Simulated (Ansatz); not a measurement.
# Si: random displacements

The task, for Si: see what random moves of the atoms cost.

Method: DFT PBE+D3(BJ), scalar-relativistic, plane waves, PAW, in Ansatz 0.2.0.

3 further runs of the same task are left out: 3 set aside as unsound or not needed.

### 1 The structure to begin with

The structure is cubic, space group Fm-3m (No. 225). The conventional cell has a = 3.801 Å, b = 3.801 Å, c = 3.801 Å, α = 90.00°, β = 90.00°, γ = 90.00°. Si (site symmetry m-3m) is surrounded by 12 Si at 2.69 Å.

Structure file:

```
CELL_PARAMETERS angstrom
0.00000 3.80104 -3.80104
-3.80104 0.00000 -3.80104
-3.80104 3.80104 0.00000
ATOMIC_POSITIONS crystal
Si 0.50000 0.50000 0.00000
Si 0.00000 0.50000 0.00000
Si 0.50000 0.00000 0.00000
Si 0.00000 0.00000 0.00000
Si 0.50000 0.50000 0.50000
Si 0.00000 0.50000 0.50000
Si 0.50000 0.00000 0.50000
Si 0.00000 0.00000 0.50000
```

It goes back to an entry of the Materials Project, which need not be the stable form.

It is built from the cell relaxed beforehand with the same method (13.73 Å³/atom).

### 2 The reference cell

The cell is repeated 8 times, 8 atoms in all. Reference values: F = -5085.7804 eV; pressure -0.62 GPa; largest force 0.000 eV/Å; gap on the mesh none (metal). It was computed beforehand with the settings of the runs below.

### 3 The scan: random displacements

All atoms are moved at random with no net shift, in some cells together with a random strain.

### 4 rms move = 0.568 Å

Input file input.yaml:

```yaml
crystal:
  lattice:
    - [-0.0383434877, 4.0116835039, -3.8744640241]
    - [-3.8079201919, 0.1555825307, -3.7572249811]
    - [-3.6844616604, 3.7709859294, -0.2790410622]
  atoms:
    - { symbol: Si, position: [0.5261344184, 0.4748174548, 0.0206584336] }
    - { symbol: Si, position: [0.07186126, 0.3461876287, 0.1182610455] }
    - { symbol: Si, position: [0.4619879681, 0.0251386132, 0.038736082] }
    - { symbol: Si, position: [0.0759912915, 0.1307382502, -0.0514534964] }
    - { symbol: Si, position: [0.4287844371, 0.4758150271, 0.4533615538] }
    - { symbol: Si, position: [-0.0237425279, 0.5709749707, 0.4042766463] }
    - { symbol: Si, position: [0.4395262294, 0.0927098988, 0.4573326238] }
    - { symbol: Si, position: [0.0194569233, -0.1163818436, 0.5588271114] }
basis:
  ecutwfc: 420
kpoints:
  mp_grid: { grid: [14, 14, 14] }
hamiltonian:
  xc: pbe
  dispersion: d3bj
scf:
  occupations: { method: gaussian, width: 0.15 }
output:
  forces: true
  stress: true
  eigenvalues: true
  write_density: true
  write_potential: true
  elf: true
  volumetric_format: npy
```

Command:

```console
$ ansatz run input.yaml --threads 2 --pin off --max-ram 5120MiB --backend cpu --events-out ev --progress --plain --runs-dir out
```

### 5 At rms move = 0.346 Å

Input file input.yaml:

```yaml
crystal:
  lattice:
    - [-0.0067837428, 4.0817723271, -4.1654472751]
    - [-4.0522847006, 0.352217294, -3.8200137239]
    - [-4.2665326052, 3.9505866805, -0.1379693893]
  atoms:
    - { symbol: Si, position: [0.525252291, 0.4989096158, 0.0551821709] }
    - { symbol: Si, position: [-0.0292737316, 0.4469925603, 0.0142210842] }
    - { symbol: Si, position: [0.5295065694, -0.06990165, 0.0614965447] }
    - { symbol: Si, position: [0.0463623043, -0.0418991608, 0.0007680262] }
    - { symbol: Si, position: [0.4568074042, 0.5548541943, 0.4810843887] }
    - { symbol: Si, position: [-0.0463329307, 0.5606023469, 0.5007998394] }
    - { symbol: Si, position: [0.5228257811, -0.0150771919, 0.5046000504] }
    - { symbol: Si, position: [-0.0051476877, 0.0655192855, 0.3818478956] }
basis:
  ecutwfc: 420
kpoints:
  mp_grid: { grid: [14, 14, 14] }
hamiltonian:
  xc: pbe
  dispersion: d3bj
scf:
  occupations: { method: gaussian, width: 0.15 }
output:
  forces: true
  stress: true
  eigenvalues: true
```

(Steps that only read results are left out.)

Q: Predict the outcome of this session.

The runs gave:

```
      quantity                                      value
costliest cell  1158.2 meV/atom at an rms move of 0.568 Å
```

What this shows: The cost runs from 433.4 to 1158.2 meV/atom. Energy over the square of the rms move lies at 3.6 eV/Å² per atom; a harmonic solid under isotropic random moves would keep it roughly constant, while strain and close contacts change it. Where forces pass 15 eV/Å atoms stand far too close, the PAW spheres overlap strongly and those numbers are rough.
